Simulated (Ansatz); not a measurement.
Li3N (Li3N type, space group P6/mmm)

```yaml
crystal:
  lattice:
    - [3.63435, 0.00000, 0.00000]
    - [-1.81718, 3.14744, 0.00000]
    - [0.00000, 0.00000, 3.86452]
  atoms:
    - { symbol: Li, position: [0.00000, 0.00000, 0.50000] }
    - { symbol: Li, position: [0.33333, 0.66667, 0.00000] }
    - { symbol: Li, position: [0.66667, 0.33333, 0.00000] }
    - { symbol: N, position: [0.00000, 0.00000, 0.00000] }
```

The atoms are displaced by Q × the pattern below (from a DFPT mode at Γ, largest move 1; Q in Å), at fixed cell. It is one choice among 2 degenerate patterns.

```csv
atom,x,y,z
Li2,0.000,-1.000,0.000
Li3,0.000,1.000,0.000
```

Atoms not listed stay in place.

Calculation: PBE (plane waves to 420 eV, PAW, scalar-relativistic; Ansatz, a program for electronic structure). k mesh 10×10×9 (Γ-centred), Fermi-Dirac smearing 0.05 eV. Energies are smeared free energies. Left out: 4 of 13 points, with atoms too close for the PAW data. Li3N was relaxed with its symmetry unable to fall. The zero of ΔE is the undisplaced structure.

```json
[
 {"Q (Å)": "-0.060", "ΔE (meV/cell)": "35.9"},
 {"Q (Å)": "-0.030", "ΔE (meV/cell)": "8.8"},
 {"Q (Å)": "0.000", "ΔE (meV/cell)": "0.0"},
 {"Q (Å)": "0.030", "ΔE (meV/cell)": "8.5"},
 {"Q (Å)": "0.060", "ΔE (meV/cell)": "33.2"},
 {"Q (Å)": "0.090", "ΔE (meV/cell)": "73.5"},
 {"Q (Å)": "0.120", "ΔE (meV/cell)": "128.5"},
 {"Q (Å)": "0.150", "ΔE (meV/cell)": "197.7"},
 {"Q (Å)": "0.180", "ΔE (meV/cell)": "withheld"}
]
```

### Question
Fit a polynomial form (powers 2, 3, 4) to the given rows and predict ΔE at Q = 0.180.

### Answer
Least squares on the 8 given rows: ΔE = (9580)·Q² + (-6182)·Q³ + (5937)·Q⁴, in meV/cell with Q in Å; root-mean-square residual 0.02 meV/cell. At 0.180 the fit gives 280.6 meV/cell; the calculation gives 280.7 meV/cell, so the extrapolation is off by -0.1 (-0.0 %). The quadratic term alone would give 310.4 meV/cell.

(For displaced atoms, the force is minus the slope of the energy, and its curvature is a force constant, which sets phonon frequencies.)
